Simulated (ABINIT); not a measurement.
# How the form of the self-energy moves the gap of CaSe (Fm-3m)

Wanted: the gap of CaSe (Fm-3m) under several approximations, with cost.

Calculated with ABINIT 10.8.3; PBE and many-body steps on it, plane waves.

The database entry behind the starting cell differs from later determinations by our own check (0.1 to 0.3 % short, probably kX units), so it need not match the best structure at ambient conditions.

## Step 1: Set-up

Symmetry: Fm-3m, No. 225, cubic system. The conventional cell has a = 5.912 Å, b = 5.912 Å, c = 5.912 Å, α = 90.00°, β = 90.00°, γ = 90.00°. Nearest to Ca lie 6 Se at 2.96 Å. Nearest to Se lie 6 Ca at 2.96 Å. Farther neighbours and most contacts between anions are not listed.

The cell and positions come from the Crystallography Open Database and are kept as given unless a step says otherwise.

## Step 2: Empty states on the mesh, 4×4×4 mesh, 92 bands

This step: ABINIT 10.8.3; DFT, PBE, plane waves, norm-conserving pseudopotentials.

The sums over transitions need many empty states on a uniform mesh; this step solves for them.

run.abi

```
acell 3*1.0 Angstrom
rprim 
  -0.000000000000 2.956000000000 2.956000000000
  2.956000000000 -0.000000000000 2.956000000000
  2.956000000000 2.956000000000 -0.000000000000
ntypat 2
znucl 20 34
natom 2
typat 1 2
xred 
  0.000000000000 0.000000000000 0.000000000000
  0.500000000000 0.500000000000 0.500000000000
pp_dirpath "pseudos"
pseudos "Ca.upf, Se.upf"
ecut 39
ngkpt 4 4 4
nshiftk 1
shiftk 0 0 0
kptopt 1
chksymbreak 0
iscf -2
irdden 1
istwfk *1
nband 92
nbdbuf 8
tolwfr 1e-09
nstep 60
prtvol 0
indata_prefix "in"
outdata_prefix "out"
tmpdata_prefix "tmp"
```

On the command line:

```console
$ OMP_NUM_THREADS=1 mpirun -n 4 abinit run.abi > log
```

Numbers of over 12 decimals in the logs are rounded to 6 here.

Log:

```text
.Version 10.8.3 of ABINIT. v10.8.2 released Aug 2026.

 Symmetries : space group Fm -3 m (#225); Bravais cF (face-center cubic)
[... echo of the input left out ...]
== DATASET  1 ==================================================================
-   mpi_nproc: 4, omp_nthreads: 1 (-1 if OMP is not activated)

--- !DatasetInfo
iteration_state: {dtset: 1, }
dimensions: {natom: 2, nkpt: 8, mband: 92, nsppol: 1, nspinor: 1, nspden: 1, mpw: 4088, }
cutoff_energies: {ecut:  39.0, pawecutdg:  -1.0, }
[...]
2.33665    2.40789    2.40789    2.40789    2.45630    2.45630    2.57338    2.57338
   2.57338    2.66456    2.68529    2.68529    2.68529    2.71336    2.71336    2.71336
   2.73832    2.73832    2.75823    2.82474
 prteigrs : prtvol=0 or 1, do not print more k-points.

== END DATASET(S) ==============================================================
================================================================================

 -outvars: echo values of variables after computation  --------
            nband          92
             nkpt           8
          spgroup         225
 [... the other variables as echoed above ...]

 Calculation completed.
```

Wall time 44 s (4 MPI ranks of Arm Neoverse N1, shared host); peak memory 0.33 GiB.

This step gave:

```
gap                                                           : 2.029 eV
k of the valence top                                          : 0, 0, 0
k of the conduction bottom                                    : 0.5, 0.5, 0
least direct gap                                              : 2.963 eV
k points computed                                             : 8
lowest point of the top converged band, above the valence top : 62.8025 eV
```

On this mesh the gap is 2.029 eV.

The density comes from a self-consistent run that is not shown.

## Step 3: Screening, 4×4×4 mesh, 84 bands, screening to 152.4 eV

The RPA dielectric matrix is built and inverted for each q.

This step: RPA screening on PBE, plane waves, norm-conserving pseudopotentials.

Edit run.abi of step 2 so:

```diff
@@ -20,10 +20,11 @@
 chksymbreak 0
-iscf -2
-irdden 1
 istwfk *1
-nband 92
-nbdbuf 8
-tolwfr 1e-09
-nstep 60
-prtvol 0
+occopt 1
+irdwfk 1
+optdriver 3
+nband 84
+ecuteps 5.6
+inclvkb 2
+awtr 1
+symchi 1
 indata_prefix "in"
```

Log:

```text
.Version 10.8.3 of ABINIT. v10.8.2 released Aug 2026.

 Symmetries : space group Fm -3 m (#225); Bravais cF (face-center cubic)
[... echo of the input left out ...]
== DATASET  1 ==================================================================
-   mpi_nproc: 4, omp_nthreads: 1 (-1 if OMP is not activated)

--- !DatasetInfo
iteration_state: {dtset: 1, }
dimensions: {natom: 2, nkpt: 8, mband: 84, nsppol: 1, nspinor: 1, nspden: 1, mpw: 4088, }
cutoff_energies: {ecut:  39.0, pawecutdg:  -1.0, }
electrons: {nelect:   2.60000000E+01, charge:   0.00000000E+00, occopt:   1.00000000E+00, tsmear:   1.00000000E-02, }

 SCREENING: Calculation of the susceptibility and dielectric matrices

 Based on a program developped by R.W. Godby, V. Olevano, G. Onida, and L. Reining.
 Incorporated in ABINIT by V. Olevano, G.-M. Rignanese, and M. Torrent.
.Using double precision arithmetic ; gwpc =  8

[... cell and pseudopotentials left out ...]
--------------------------------------------------------------------------------

 ==== K-mesh for the wavefunctions ====
 Number of points in the irreducible wedge :     8
[... list of points left out ...]
 Together with 48 symmetry operations and time-reversal symmetry
 yields    64 points in the full Brillouin Zone.

 ==== Q-mesh for the screening function ====
 Number of points in the irreducible wedge :     8
[... list of points left out ...]
 Together with 48 symmetry operations and time-reversal symmetry
 yields    64 points in the full Brillouin Zone.

 setmesh: FFT mesh size selected  =    32x   32x   32
          total number of points  =        32768

 vcoul_init : cutoff-mode = AUXILIARY_FUNCTION
 q-points for optical limit:   1
     1)      0.000010    0.000020    0.000030

- screening: taking advantage of time-reversal symmetry
- Maximum band index for partially occupied states nbvw = 13
- Remaining bands to be divided among processors   nbcw = 71
- Number of bands treated by each node ~17

 Number of electrons calculated from density =   26.0000; Expected =   26.0000
 average of density, n =  0.074582
 r_s =    1.4738
 omega_plasma =   26.3434 [eV]

 calculating chi0 at frequencies [eV] :
  1    0.000000E+00    0.000000E+00
  2    0.000000E+00    2.634343E+01

--------------------------------------------------------------------------------
  q-point number  1        q = ( 0.000000, 0.000000, 0.000000) [r.l.u.]
--------------------------------------------------------------------------------
[... chi0 elements left out ...]
 For q-point:  0.000010 0.000020 0.000030
  dielectric constant =   5.8572
  dielectric constant without local fields =   6.8245

  Average fulfillment of the sum rule on Im[epsilon] for q-point    1 :     53.59  [%]
[... wings left out ...]
  q-point number  2        q = ( 0.250000, 0.000000, 0.000000) [r.l.u.]
--------------------------------------------------------------------------------
[... chi0 elements left out ...]
  Average fulfillment of the sum rule on Im[epsilon] for q-point    2 :     63.03  [%]

 [... 6 further q-points ...]
```

It took 55 s on 4 MPI ranks; peak memory 0.94 GiB.

This step gave:

| Quantity | Value |
| --- | --- |
| ε∞ with local fields, on this mesh, along the program's q direction | 5.857 |
| the same without local fields | 6.824 |
| plasma frequency | 26.34 eV |
| plane waves in the screening matrix | 229 |

Local fields lower ε∞ by 14 %. On a Γ-centred mesh this coarse the value itself is usually too large, while a short band sum pulls it down.

## Step 4: G0W0, Godby-Needs plasmon pole

The self-energy is evaluated for the states that the input lists, and the levels follow from it, in one-shot runs by the linearised quasiparticle equation.

This step: G0W0 on PBE, plane waves, norm-conserving pseudopotentials.

Edit run.abi of step 3 so:

```diff
@@ -23,8 +23,17 @@
 irdwfk 1
-optdriver 3
+optdriver 4
 nband 84
+gwcalctyp 0
+ecutsigx 39
+symsigma 1
+nkptgw 2
+kptgw 
+  0.0000000000 0.0000000000 0.0000000000
+  0.5000000000 0.5000000000 0.0000000000
+bdgw 
+  11 17
+  12 15
 ecuteps 5.6
-inclvkb 2
-awtr 1
-symchi 1
+irdscr 1
+ppmodel 1
 indata_prefix "in"
```

Log:

```text
.Version 10.8.3 of ABINIT. v10.8.2 released Aug 2026.

 Symmetries : space group Fm -3 m (#225); Bravais cF (face-center cubic)
[... echo of the input left out ...]
== DATASET  1 ==================================================================
-   mpi_nproc: 4, omp_nthreads: 1 (-1 if OMP is not activated)

--- !DatasetInfo
iteration_state: {dtset: 1, }
dimensions: {natom: 2, nkpt: 8, mband: 84, nsppol: 1, nspinor: 1, nspden: 1, mpw: 4088, }
cutoff_energies: {ecut:  39.0, pawecutdg:  -1.0, }
electrons: {nelect:   2.60000000E+01, charge:   0.00000000E+00, occopt:   1.00000000E+00, tsmear:   1.00000000E-02, }

 SIGMA: Calculation of the GW corrections

 Based on a program developped by R.W. Godby, V. Olevano, G. Onida, and L. Reining.
 Incorporated in ABINIT by V. Olevano, G.-M. Rignanese, and M. Torrent.
.Using double precision arithmetic ; gwpc =  8

[... cell and pseudopotentials left out ...]
--------------------------------------------------------------------------------

 ==== K-mesh for the wavefunctions ====
 Number of points in the irreducible wedge :     8
[... list of points left out ...]
 Together with 48 symmetry operations and time-reversal symmetry
 yields    64 points in the full Brillouin Zone.

 ==== Q-mesh for screening function ====
 Number of points in the irreducible wedge :     8
[... list of points left out ...]
 Together with 48 symmetry operations and time-reversal symmetry
 yields    64 points in the full Brillouin Zone.

 vcoul_init : cutoff-mode = AUXILIARY_FUNCTION
 q-points for optical limit:   1
     1)      0.000010    0.000020    0.000030
 setmesh: FFT mesh size selected  =    45x   45x   45
          total number of points  =        91125

 Number of electrons calculated from density =   26.0000; Expected =   26.0000
 average of density, n =  0.074582
 r_s =    1.4738
 omega_plasma =   26.3434 [eV]

 === KS Band Gaps ===
  >>>> For spin  1
   Minimum direct gap =   2.9634 [eV], located at k-point      :   0.5000  0.5000  0.0000
   Fundamental gap    =   2.0290 [eV], Top of valence bands at :   0.0000  0.0000  0.0000
                                       Bottom of conduction at :   0.5000  0.5000  0.0000
 SIGMA fundamental parameters:
 PLASMON POLE MODEL  1
 number of plane-waves for SigmaX                 4015
 number of plane-waves for SigmaC and W            229
 number of plane-waves for wavefunctions          4015
 number of bands                                    84
 number of independent spin polarizations            1
 number of spinorial components                      1
 number of k-points in IBZ                           8
 number of q-points in IBZ                           8
 number of symmetry operations                      48
 number of k-points in BZ                           64
 number of q-points in BZ                           64
 number of frequencies for dSigma/dE                 9
 frequency step for dSigma/dE [eV]                0.25
 number of omega for Sigma on real axis              0
 max omega for Sigma on real axis  [eV]           0.00
 zcut for avoiding poles [eV]                     0.10

 EPSILON^-1 parameters (SCR file):
 dimension of the eps^-1 matrix on file            229
 dimension of the eps^-1 matrix used               229
 number of plane-waves for wavefunctions          4015
 number of bands                                    84
 number of q-points in IBZ                           8
 number of frequencies                               2
 number of real frequencies                          1
 number of imag frequencies                          1

 matrix elements of self-energy operator (all in [eV])

 Perturbative Calculation

--- !SelfEnergy_ee
iteration_state: {dtset: 1, }
kpoint     : [   0.000,    0.000,    0.000, ]
spin       : 1
KS_gap     :    3.353
QP_gap     :    5.008
Delta_QP_KS:    1.655
data: !SigmaeeData |
     Band     E0 <VxcDFT>   SigX SigC(E0)      Z dSigC/dE  Sig(E)    E-E0       E
       11   4.147 -13.595 -17.315   1.955   0.801  -0.248 -15.009  -1.414   2.733
       12   4.147 -13.595 -17.315   1.955   0.801  -0.248 -15.009  -1.414   2.733
       13   4.147 -13.595 -17.315   1.955   0.801  -0.248 -15.009  -1.414   2.733
       14   7.500 -10.232  -6.253  -3.686   0.822  -0.216  -9.991   0.241   7.741
       15   7.856 -12.066  -6.082  -4.274   0.810  -0.235 -10.681   1.385   9.240
       16   7.856 -12.066  -6.082  -4.274   0.810  -0.235 -10.681   1.385   9.240
       17   7.856 -12.066  -6.082  -4.274   0.810  -0.235 -10.681   1.385   9.240

--- !SelfEnergy_ee
iteration_state: {dtset: 1, }
kpoint     : [   0.500,    0.500,    0.000, ]
spin       : 1
KS_gap     :    2.963
QP_gap     :    5.253
Delta_QP_KS:    2.290
data: !SigmaeeData |
     Band     E0 <VxcDFT>   SigX SigC(E0)      Z dSigC/dE  Sig(E)    E-E0       E
       12   3.213 -12.862 -16.804   2.131   0.798  -0.254 -14.307  -1.445   1.768
       13   3.213 -12.862 -16.804   2.131   0.798  -0.254 -14.307  -1.445   1.768
       14   6.176 -10.037  -5.296  -3.709   0.819  -0.220  -9.191   0.845   7.021
       15   9.186 -14.979  -8.054  -4.424   0.802  -0.247 -12.972   2.007  11.193

== END DATASET(S) ==============================================================
================================================================================

 -outvars: echo values of variables after computation  --------
           etotal      0.0000000000E+00
            nband          84
             nkpt           8
          spgroup         225
 [... the other variables as echoed above ...]

 Calculation completed.
```

Run time: 16 s. Hardware: 4 MPI ranks; peak memory 0.92 GiB; 65 s of CPU time.

Numbers from this step:

| Property | Result |
| --- | --- |
| G0W0 gap on the points computed | 4.288 eV |
| starting gap on the mesh | 2.029 eV |
| k of the valence top | 0, 0, 0 |
| k of the conduction bottom | 0.5, 0.5, 0 |
| Z at the valence top | 0.801 |
| Z at the conduction bottom | 0.819 |
| least direct G0W0 gap on the computed points | 5.008 eV |

The gap on the mesh goes from 2.03 eV to 4.29 eV, a correction of +2.26 eV.

## Step 5: G0W0, Hybertsen-Louie plasmon pole

Edit run.abi of step 4 so:

```diff
@@ -37,3 +37,3 @@
 irdscr 1
-ppmodel 1
+ppmodel 2
 indata_prefix "in"
```

Log:

```text
.Version 10.8.3 of ABINIT. v10.8.2 released Aug 2026.

 Symmetries : space group Fm -3 m (#225); Bravais cF (face-center cubic)
[... echo of the input left out ...]
== DATASET  1 ==================================================================
-   mpi_nproc: 4, omp_nthreads: 1 (-1 if OMP is not activated)

--- !DatasetInfo
iteration_state: {dtset: 1, }
dimensions: {natom: 2, nkpt: 8, mband: 84, nsppol: 1, nspinor: 1, nspden: 1, mpw: 4088, }
cutoff_energies: {ecut:  39.0, pawecutdg:  -1.0, }
electrons: {nelect:   2.60000000E+01, charge:   0.00000000E+00, occopt:   1.00000000E+00, tsmear:   1.00000000E-02, }

 SIGMA: Calculation of the GW corrections

 Based on a program developped by R.W. Godby, V. Olevano, G. Onida, and L. Reining.
 Incorporated in ABINIT by V. Olevano, G.-M. Rignanese, and M. Torrent.
.Using double precision arithmetic ; gwpc =  8

[... cell and pseudopotentials left out ...]
--------------------------------------------------------------------------------

 ==== K-mesh for the wavefunctions ====
 Number of points in the irreducible wedge :     8
[... list of points left out ...]
 Together with 48 symmetry operations and time-reversal symmetry
 yields    64 points in the full Brillouin Zone.

 ==== Q-mesh for screening function ====
 Number of points in the irreducible wedge :     8
[... list of points left out ...]
 Together with 48 symmetry operations and time-reversal symmetry
 yields    64 points in the full Brillouin Zone.

 vcoul_init : cutoff-mode = AUXILIARY_FUNCTION
 q-points for optical limit:   1
     1)      0.000010    0.000020    0.000030
 setmesh: FFT mesh size selected  =    45x   45x   45
          total number of points  =        91125

 Number of electrons calculated from density =   26.0000; Expected =   26.0000
[...]
number of omega for Sigma on real axis              0
 max omega for Sigma on real axis  [eV]           0.00
 zcut for avoiding poles [eV]                     0.10

 EPSILON^-1 parameters (SCR file):
 dimension of the eps^-1 matrix on file            229
 dimension of the eps^-1 matrix used               229
 number of plane-waves for wavefunctions          4015
 number of bands                                    84
 number of q-points in IBZ                           8
 number of frequencies                               2
 number of real frequencies                          1
 number of imag frequencies                          1

 matrix elements of self-energy operator (all in [eV])

 Perturbative Calculation

--- !SelfEnergy_ee
iteration_state: {dtset: 1, }
kpoint     : [   0.000,    0.000,    0.000, ]
spin       : 1
KS_gap     :    3.353
QP_gap     :    4.914
Delta_QP_KS:    1.561
data: !SigmaeeData |
     Band     E0 <VxcDFT>   SigX SigC(E0)      Z dSigC/dE  Sig(E)    E-E0       E
       11   4.147 -13.595 -17.315   1.740   0.859  -0.164 -15.296  -1.702   2.445
       12   4.147 -13.595 -17.315   1.740   0.859  -0.164 -15.296  -1.702   2.445
       13   4.147 -13.595 -17.315   1.740   0.859  -0.164 -15.296  -1.702   2.445
[...]
--- !SelfEnergy_ee
iteration_state: {dtset: 1, }
kpoint     : [   0.500,    0.500,    0.000, ]
spin       : 1
KS_gap     :    2.963
QP_gap     :    5.344
Delta_QP_KS:    2.381
data: !SigmaeeData |
     Band     E0 <VxcDFT>   SigX SigC(E0)      Z dSigC/dE  Sig(E)    E-E0       E
[...]
14   6.176 -10.037  -5.296  -4.037   0.870  -0.150  -9.425   0.612   6.788
       15   9.186 -14.979  -8.054  -4.624   0.860  -0.163 -13.000   1.979  11.165

== END DATASET(S) ==============================================================
================================================================================

 -outvars: echo values of variables after computation  --------
           etotal      0.0000000000E+00
            nband          84
             nkpt           8
          spgroup         225
 [... the other variables as echoed above ...]

 Calculation completed.
```

The job ended after 16 s (4 MPI ranks; peak memory 0.9 GiB; 63 s of CPU time).

This step gave:

```yaml
g0w0_gap_on_the_points_computed: 4.343 eV
starting_gap_on_the_mesh: 2.029 eV
k_of_the_valence_top: 0, 0, 0
k_of_the_conduction_bottom: 0.5, 0.5, 0
z_at_the_valence_top: 0.859
z_at_the_conduction_bottom: 0.87
least_direct_g0w0_gap_on_the_computed_points: 4.914 eV
```

Against G0W0 in ABINIT (4×4×4 mesh, 84 bands, screening to 152.4 eV, Godby-Needs plasmon pole), the gap moves by +0.055 eV.

## Step 6: G0W0, von der Linden-Horsch plasmon pole

Edit run.abi of step 5 so:

```diff
@@ -37,3 +37,3 @@
 irdscr 1
-ppmodel 2
+ppmodel 3
 indata_prefix "in"
```

Log:

```text
.Version 10.8.3 of ABINIT. v10.8.2 released Aug 2026.

 Symmetries : space group Fm -3 m (#225); Bravais cF (face-center cubic)
[... echo of the input left out ...]
== DATASET  1 ==================================================================
-   mpi_nproc: 4, omp_nthreads: 1 (-1 if OMP is not activated)

--- !DatasetInfo
iteration_state: {dtset: 1, }
dimensions: {natom: 2, nkpt: 8, mband: 84, nsppol: 1, nspinor: 1, nspden: 1, mpw: 4088, }
cutoff_energies: {ecut:  39.0, pawecutdg:  -1.0, }
[...]
Band     E0 <VxcDFT>   SigX SigC(E0)      Z dSigC/dE  Sig(E)    E-E0       E
[...]
14   6.176 -10.037  -5.296  -4.172   0.887  -0.127  -9.532   0.505   6.681
       15   9.186 -14.979  -8.054  -4.662   0.875  -0.142 -12.998   1.981  11.167

== END DATASET(S) ==============================================================
================================================================================

 -outvars: echo values of variables after computation  --------
           etotal      0.0000000000E+00
            nband          84
             nkpt           8
          spgroup         225
 [... the other variables as echoed above ...]

 Calculation completed.
```

Run time: 10 s. Hardware: 4 MPI ranks; peak memory 0.89 GiB.

Numbers from this step:

```
G0W0 gap on the points computed              : 4.424 eV
starting gap on the mesh                     : 2.029 eV
k of the valence top                         : 0, 0, 0
k of the conduction bottom                   : 0.5, 0.5, 0
least direct G0W0 gap on the computed points : 5.089 eV
```

Against G0W0 in ABINIT (4×4×4 mesh, 84 bands, screening to 152.4 eV, Godby-Needs plasmon pole), the gap moves by +0.136 eV.

(Part 1 of 3 ends here.)

[Paths, hosts, dates, memory and timing lines, banners, echoed tables and standing remarks are left out of the program output.]

[Logs are printed without paths, hosts, clocks, repeated set-up lines and the standing remarks that a program may print on its own settings, such as how far it seeks lower states.]

[Runs of the session that timed out or met a known fault of the program may be left out.]

[Hosts, paths, dates, database ids (printed as entryN), source tags and the programs' standing remarks are cut or masked in the printed files.]

[G0W0 gaps are taken among the corrected bands and points alone; a level outside them can change the order at an edge.]

[Where Ansatz stands beside ABINIT at settings called matched, ABINIT's density can come from a denser mesh and the files from another edition; pairs whose starting gaps differed by over 0.03 eV were left out, so agreement reads better than it is.]
